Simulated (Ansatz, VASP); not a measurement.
**One calculation of C, two programs**

```xyz
4
Lattice="2.4559 0.0000 0.0000 -1.2279 2.1269 0.0000 0.0000 0.0000 7.0562" Properties=species:S:1:pos:R:3 pbc="T T T"
C     0.0000    0.0000    5.2921
C     0.0000    0.0000    1.7640
C     0.0000    1.4179    5.2921
C     1.2279    0.7090    1.7640
```

Alike in both runs: functional r2SCAN; k mesh 21 × 21 × 6; occupations fermi-dirac, width 0.15 eV; no spin polarisation.

Ansatz relaxed the structure, and its values are those at the end. VASP's run is a single point on that final structure, the one shown.

|  | VASP | Ansatz |
| --- | --- | --- |
| version | VASP 6.6.1 | Ansatz 0.2.0 |
| potentials or method | VASP PAW PBE potentials, release 64 (C) | scalar-relativistic, plane waves, PAW |
| plane-wave cutoff (eV) | 520 | 500 |
| valence electrons in the cell | 16 | 16 |

|  | VASP | Ansatz | Ansatz less VASP |
| --- | --- | --- | --- |
| gap on the k mesh at the Fermi level (eV) | none | none | - |
| pressure (GPa) | 0.6 | 0.0 | -0.65 |

A gap of «none» marks a metal or a gap that the smearing closes.

Caveats: the PAW data sets were made with another functional, which shifts forces and pressure a little (VASP).
